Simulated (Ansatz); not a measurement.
# Ag2O

Level of theory: DFT, r²SCAN, scalar-relativistic, no spin polarisation; plane waves to 500 eV with PAW datasets (Ansatz 0.2.0), Γ-centred 6×6×6 mesh, 0.05 eV Gaussian smearing. The datasets are Ansatz's generated set soft_2.

```cif
data_structure
_symmetry_space_group_name_H-M 'P 1'
_symmetry_Int_Tables_number 1
_cell_length_a 4.7564
_cell_length_b 4.7564
_cell_length_c 4.7564
_cell_angle_alpha 90.000
_cell_angle_beta 90.000
_cell_angle_gamma 90.000
_cell_volume 107.60
loop_
_atom_site_label
_atom_site_type_symbol
_atom_site_fract_x
_atom_site_fract_y
_atom_site_fract_z
_atom_site_occupancy
Ag1 Ag 0.75000 0.75000 0.75000 1
Ag2 Ag 0.75000 0.25000 0.25000 1
Ag3 Ag 0.25000 0.25000 0.75000 1
Ag4 Ag 0.25000 0.75000 0.25000 1
O1 O 0.00000 0.00000 0.00000 1
O2 O 0.50000 0.50000 0.50000 1
```

The chain of runs began from a cell as deposited in COD, expanded in volume.

Path: Γ–X–M–Γ–R–X | R–M, with Γ = (0.000, 0.000, 0.000), X = (0.000, 0.500, 0.000), M = (0.500, 0.500, 0.000), R = (0.500, 0.500, 0.500) in reciprocal vectors of the calculation's cell.

Task: Is it a metal or an insulator, and if it has a gap, where are the band edges on this path?

Result: An insulator with a gap of 0.24 eV on the path, the valence band topping at Γ and the conduction band bottoming at Γ; the smallest direct gap is 0.24 eV.

Levels between -3 and 5 eV from the Fermi level at the path's named points:
```tsv
point	below E_F (eV)	above E_F (eV)
Γ	-2.99 -2.99 -2.99 -2.86 -2.86 -2.86 -0.12 -0.12 -0.12	0.12 2.34 2.34
X	-2.96 -2.96 -2.68 -2.68 -1.73 -1.73 -0.59 -0.59	2.22 2.22
M	-2.10 -2.10 -1.75 -1.75 -0.94 -0.94	2.32 2.32 3.93 3.93
R	-2.98 -2.98 -2.98 -2.94 -2.94 -1.90 -0.81 -0.81 -0.81	2.84 2.84 2.84
```

Formal charges Ag⁺, O²⁻ balance and leave closed shells on every ion, so a band insulator is expected, and the gap is 0.24 eV.
